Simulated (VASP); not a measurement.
**LiF (strained measured structure): a r²SCAN single-point calculation in VASP**

INCAR

```
LASPH = .TRUE.
ISIF = 2
LREAL = .FALSE.
SIGMA = 0.01
LCHARG = .TRUE.
NBANDS = 12
NELM = 120
METAGGA = R2SCAN
LWAVE = .FALSE.
EDIFF = 1E-7
PREC = Accurate
NSW = 0
LELF = .TRUE.
ALGO = Normal
ENCUT = 520
IBRION = -1
ISMEAR = 0
```

KPOINTS

```
KPOINTS created by Atomic Simulation Environment
0
Gamma
10 10 10
0 0 0
```

KPOINTS_OPT

```
special points
7
Reciprocal
0.0000000000 0.0000000000 0.0000000000 1
0.5000000000 0.0000000000 0.5000000000 1
0.6250000000 0.2500000000 0.6250000000 1
0.3750000000 0.3750000000 0.7500000000 1
0.5000000000 0.5000000000 0.5000000000 1
0.5000000000 0.2500000000 0.7500000000 1
-0.0729170000 0.0000000000 0.0729170000 1
```

POSCAR

```
Li F
 1.0000000000000000
     0.0000000000000000    1.9755189502999999    1.9755189502999999
     1.9755189502999999    0.0000000000000000    1.9755189502999999
     1.9755189502999999    1.9755189502999999    0.0000000000000000
 Li  F
   1   1
Cartesian
  0.0000000000000000  0.0000000000000000  0.0000000000000000
  1.9755189503000004  1.9755189503000004  1.9755189503000004
```

VASP ran with the recommended PBE PAW datasets (10 valence electrons in the cell).

Command

```
mpirun -np 1 vasp_std
```

From OUTCAR

```
k-points           NKPTS =     47   k-points in BZ     NKDIM =     47   number of bands    NBANDS=     12

   NELECT =      10.0000    total number of electrons

   dimension x,y,z NGX =    24 NGY =   24 NGZ =   24
   dimension x,y,z NGXF=    48 NGYF=   48 NGZF=   48

  energy-cutoff  :      520.00
  volume of cell :       15.42
      direct lattice vectors                 reciprocal lattice vectors
     0.000000000  1.975518950  1.975518950    -0.253098053  0.253098053  0.253098053
     1.975518950  0.000000000  1.975518950     0.253098053 -0.253098053  0.253098053
     1.975518950  1.975518950  0.000000000     0.253098053  0.253098053 -0.253098053

 k-points in reciprocal lattice and weights: KPOINTS created by Atomic Simulation Env
   0.00000000  0.00000000  0.00000000       0.001
   0.10000000  0.00000000  0.00000000       0.008
   0.20000000  0.00000000  0.00000000       0.008
   0.30000000  0.00000000  0.00000000       0.008
   0.40000000  0.00000000  0.00000000       0.008
   0.50000000  0.00000000  0.00000000       0.004
   0.10000000  0.10000000  0.00000000       0.006
   0.20000000  0.10000000  0.00000000       0.024
   ...

 E-fermi :  -1.1875

 k-point     1 :       0.0000    0.0000    0.0000
  band No.  band energies     occupation
      1     -43.2339      2.00000
      2     -22.5385      2.00000
      3      -1.2797      2.00000
      4      -1.2797      2.00000
      5      -1.2797      2.00000
      6       9.5623      0.00000
      7      24.7866      0.00000
      8      24.7866      0.00000
      9      24.7866      0.00000
     10      25.6340      0.00000
     11      25.6340      0.00000
     12      25.6344      0.00000

 k-point     2 :       0.1000    0.0000    0.0000
  band No.  band energies     occupation
      1     -43.2269      2.00000
      2     -22.4979      2.00000
      3      -1.5770      2.00000
      4      -1.3062      2.00000
      5      -1.3062      2.00000
      6       9.8433      0.00000
      7      21.9324      0.00000
      8      23.7798      0.00000
      9      23.7801      0.00000
     10      26.2739      0.00000
     11      26.2740      0.00000
     12      26.7491      0.00000

 k-point     3 :       0.2000    0.0000    0.0000
  band No.  band energies     occupation
      1     -43.2086      2.00000
      2     -22.3889      2.00000
      3      -2.2996      2.00000
      4      -1.3743      2.00000
      5      -1.3743      2.00000
      6      10.4457      0.00000
      7      19.3648      0.00000
      8      22.1987      0.00000
      9      22.1990      0.00000
     10      27.5339      0.00000
     11      27.5339      0.00000
     12      27.8120      0.00000

 k-point     4 :       0.3000    0.0000    0.0000
  band No.  band energies     occupation
      1     -43.1860      2.00000
      2     -22.2490      2.00000
      3      -3.1118      2.00000
      4      -1.4557      2.00000
      5      -1.4557      2.00000
      6      10.8835      0.00000
      7      17.9597      0.00000
      8      20.8323      0.00000
      9      20.8325      0.00000
     10      29.2816      0.00000
     11      29.3163      0.00000
     12      29.3163      0.00000

 k-point     5 :       0.4000    0.0000    0.0000
  band No.  band energies     occupation
      1     -43.1676      2.00000
      2     -22.1305      2.00000
      3      -3.7226      2.00000
      4      -1.5194      2.00000
      5      -1.5194      2.00000
      6      10.9355      0.00000
      7      17.5902      0.00000
      8      19.9499      0.00000
      9      19.9502      0.00000
     10      30.9816      0.00000
     11      31.2626      0.00000
     12      31.2627      0.00000

 k-point     6 :       0.5000    0.0000    0.0000
  band No.  band energies     occupation
      1     -43.1606      2.00000
      2     -22.0836      2.00000
      3      -3.9475      2.00000
      4      -1.5432      2.00000
      5      -1.5432      2.00000
      6      10.8844      0.00000
      7      17.5964      0.00000
      8      19.6471      0.00000
      9      19.6474      0.00000
     10      32.1169      0.00000
     11      32.2822      0.00000
     12      32.2823      0.00000

 k-point     7 :       0.1000    0.1000    0.0000
  band No.  band energies     occupation
      1     -43.2247      2.00000
      2     -22.4833      2.00000
      3      -1.5436      2.00000
      4      -1.3889      2.00000
      5      -1.3889      2.00000
      6       9.9615      0.00000
      7      22.5240      0.00000
      8      23.1030      0.00000
      9      23.1031      0.00000
     10      23.9428      0.00000
     11      28.3072      0.00000
     12      28.3074      0.00000

 k-point     8 :       0.2000    0.1000    0.0000
  band No.  band energies     occupation
      1     -43.2102      2.00000
      2     -22.3937      2.00000
      3      -2.1051      2.00000
      4      -1.5022      2.00000
      5      -1.4397      2.00000
      6      10.5323      0.00000
      7      19.9089      0.00000
      8      22.2095      0.00000
      9      22.4077      0.00000
     10      24.1537      0.00000
     11      29.4920      0.00000
     12      29.6079      0.00000

 k-point     9 :       0.3000    0.1000    0.0000
  band No.  band energies     occupation
      1     -43.1893      2.00000
      2     -22.2594      2.00000
      3      -2.8812      2.00000
      4      -1.6012      2.00000
      5      -1.5416      2.00000
      6      11.1366      0.00000
      7      18.0632      0.00000
      8      21.0795      0.00000
      9      21.1833      0.00000
     10      25.8052      0.00000
     11      30.7738      0.00000
     12      30.7967      0.00000

 k-point    10 :       0.4000    0.1000    0.0000
  band No.  band energies     occupation
      1     -43.1696      2.00000
      2     -22.1290      2.00000
      3      -3.5448      2.00000
      4      -1.6826      2.00000
      5      -1.6487      2.00000
      6      11.3792      0.00000
      7      17.3069      0.00000
      8      20.2176      0.00000
      9      20.3091      0.00000
     10      27.7953      0.00000
     11      32.1773      0.00000
     12      32.2567      0.00000

 k-point    11 :       0.5000    0.1000    0.0000
  band No.  band energies     occupation
      1     -43.1589      2.00000
      2     -22.0558      2.00000
      3      -3.8852      2.00000
      4      -1.8061      2.00000
      5      -1.6287      2.00000
      6      11.3518      0.00000
      7      17.1697      0.00000
      8      19.8280      0.00000
      9      19.9045      0.00000
     10      29.8070      0.00000
     11      32.6216      0.00000
     12      32.7115      0.00000

 k-point    12 :      -0.4000    0.1000    0.0000
  band No.  band energies     occupation
      1     -43.1612      2.00000
      2     -22.0727      2.00000
      3      -3.8032      2.00000
      4      -1.8638      2.00000
      5      -1.5493      2.00000
      6      11.3501      0.00000
      7      17.1330      0.00000
      8      19.8730      0.00000
      9      20.0547      0.00000
     10      30.8309      0.00000
     11      31.2866      0.00000
     12      31.7819      0.00000

 k-point    13 :      -0.3000    0.1000    0.0000
  band No.  band energies     occupation
      1     -43.1756      2.00000
      2     -22.1719      2.00000
      3      -3.3257      2.00000
      4      -1.8312      2.00000
      5      -1.4393      2.00000
      6      11.3002      0.00000
      7      17.3372      0.00000
      8      20.5027      0.00000
      9      20.5788      0.00000
     10      29.0110      0.00000
     11      29.4069      0.00000
     12      31.6104      0.00000

 k-point    14 :      -0.2000    0.1000    0.0000
  band No.  band energies     occupation
      1     -43.1966      2.00000
      2     -22.3102      2.00000
      3      -2.6064      2.00000
      4      -1.7103      2.00000
      5      -1.3391      2.00000
      6      10.9006      0.00000
      7      18.3621      0.00000
      8      21.3593      0.00000
      9      21.7149      0.00000
     10      26.9518      0.00000
     11      27.9900      0.00000
     12      30.4722      0.00000

 k-point    15 :      -0.1000    0.1000    0.0000
  band No.  band energies     occupation
      1     -43.2162      2.00000
      2     -22.4332      2.00000
      3      -1.9237      2.00000
      4      -1.5121      2.00000
      5      -1.2874      2.00000
      6      10.2603      0.00000
      7      20.3000      0.00000
      8      22.2706      0.00000
      9      23.3239      0.00000
     10      25.5708      0.00000
     11      27.0149      0.00000
     12      28.9937      0.00000

 ...

  Total        0.1785708      0.1785708      0.1785708      0.0000000      0.0000000      0.0000000
  in kB       18.5544240     18.5544240     18.5544240      0.0000000      0.0000000      0.0000000
  external PRESSURE =      18.5544240 kB  Pullay stress =       0.0000000 kB

 POSITION                                       TOTAL-FORCE (eV/Angst)
 -----------------------------------------------------------------------------------
      0.00000      0.00000      0.00000        -0.000000      0.000000     -0.000000
      1.97552      1.97552      1.97552         0.000000     -0.000000      0.000000
 -----------------------------------------------------------------------------------
    total drift:                               -0.000000     -0.000000      0.000000

  FREE ENERGIE OF THE ION-ELECTRON SYSTEM (eV)
  ---------------------------------------------------
  free  energy   TOTEN  =       -11.8999234257 eV

  energy  without entropy=      -11.8999234257  energy(sigma->0) =      -11.89992343
```

```json
{
  "gap between bands v and c": "10.84 eV",
  "least direct gap": "10.84 eV",
  "pressure": "1.9 GPa"
}
```

Band v is the last that the valence electrons fill when counted band by band, and c is the next.

The run took about 36 s on one core of a shared host (Intel Xeon Platinum 8488C) and held 0.14 GiB at most.
